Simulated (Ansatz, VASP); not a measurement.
# Two plane-wave programs on SrTiO3 (Tausonite)

```
Sr Ti O
1.0
     3.87551    0.00000    0.00000
     0.00000    3.87551    0.00000
     0.00000    0.00000    3.87551
Sr Ti O
1 1 3
Direct
  0.50000 0.50000 0.50000
  0.00000 0.00000 0.00000
  0.50000 0.00000 0.00000
  0.00000 0.50000 0.00000
  0.00000 0.00000 0.50000
```

Alike in both runs: functional PBEsol; k mesh 6 × 6 × 6; occupations gaussian, width 0.1 eV; no spin polarisation.

Ansatz relaxed the structure, and its values are those at the end. VASP's run is a single point on that final structure, the one shown.

|  | VASP | Ansatz |
| --- | --- | --- |
| version | VASP 6.6.1 | Ansatz 0.2.0 |
| potentials or method | VASP PAW PBE potentials, release 64 (Sr_sv, Ti_sv, O) | scalar-relativistic, plane waves, PAW |
| plane-wave cutoff (eV) | 520 | 420 |
| valence electrons in the cell | 40 | 40 |

```tsv
	VASP	Ansatz	Ansatz less VASP
gap on the k mesh at the Fermi level (eV)	1.84	1.87	+0.033
least direct gap on the mesh (eV)	2.18	2.21	+0.021
pressure (GPa)	3.0	2.3	-0.70
```

Caveats: the PAW data sets were made with another functional, which shifts forces and pressure a little (VASP). A k mesh can miss the band edges. A hybrid or GW would open this gap; PBEsol tends to underestimate it.
